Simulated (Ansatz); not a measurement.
Set up this calculation in Ansatz 0.2.0, as the native input.

* Task: relaxation of cell and atoms
* Functional: r2SCAN
* Potentials or basis: Ansatz PAW
* Cutoff: 500 eV (not typed: the program's choice for these potentials)
* k mesh: 7 × 7 × 7
* Occupations: fermi-dirac, width 0.05 eV
* Spin: no spin polarisation

KMgF3:

```xyz
5
Lattice="3.9859 0.0000 0.0000 0.0000 3.9859 0.0000 0.0000 0.0000 3.9859" Properties=species:S:1:pos:R:3 pbc="T T T"
K     1.9929    1.9929    1.9929
Mg    0.0000    0.0000    0.0000
F     0.0000    0.0000    1.9929
F     0.0000    1.9929    0.0000
F     1.9929    0.0000    0.0000
```

The input as run:

input.yaml

```yaml
crystal:
  lattice:
    - [3.9859, 0.0, 0.0]
    - [0.0, 3.9859, 0.0]
    - [0.0, 0.0, 3.9859]
  atoms:
    - { symbol: K, position: [0.5, 0.5, 0.5] }
    - { symbol: Mg, position: [0.0, 0.0, 0.0] }
    - { symbol: F, position: [0.0, 0.0, 0.5] }
    - { symbol: F, position: [0.0, 0.5, 0.0] }
    - { symbol: F, position: [0.5, 0.0, 0.0] }
hamiltonian:
  xc: r2scan
  pseudopotentials: { kind: paw }
kpoints:
  mp_grid: { grid: [7, 7, 7] }
scf:
  occupations: { method: fermi_dirac, width: 0.05 }
output:
  forces: true
  stress: true
  eigenvalues: true
relax:
  f_tol: 0.01
  max_steps: 40
  cell: { stress_tol: 0.05 }
```

Potentials or basis: Ansatz PAW.

Command:

```bash
$ ansatz run input.yaml --threads 2 --pin off --max-ram 5632MiB --backend cpu --events-out ev --progress --plain --runs-dir out
```

It gave:

- Relaxed volume: 12.62 Å³/atom
- Relaxed cell: a = 3.981 Å, b = 3.981 Å, c = 3.981 Å, α = 90.00°, β = 90.00°, γ = 90.00°
- Space group after relaxing (to 0.05 Å): Pm-3m (No. 221)
- Energy gained by relaxing: 0.0 meV/atom
- Ionic steps: 4
- Pressure after relaxing: 0.0 GPa
- Band gap on the k mesh: 8.33 eV, indirect (least direct gap 8.61 eV)

Caveat: odd divisions of the mesh miss points on the zone boundary, where band edges often lie, so the gap on the mesh can be too wide; the plane-wave basis is chosen anew once the cell has moved, so the energies of steps on either side of that aren't comparable; the PAW data sets come from PBE, with cores solved anew for the run's functional, which leaves a small shift of forces and pressure.

Wall time 7.5 s on 2 threads of Arm Neoverse V2, with other jobs on the host, peak memory 0.45 GiB.
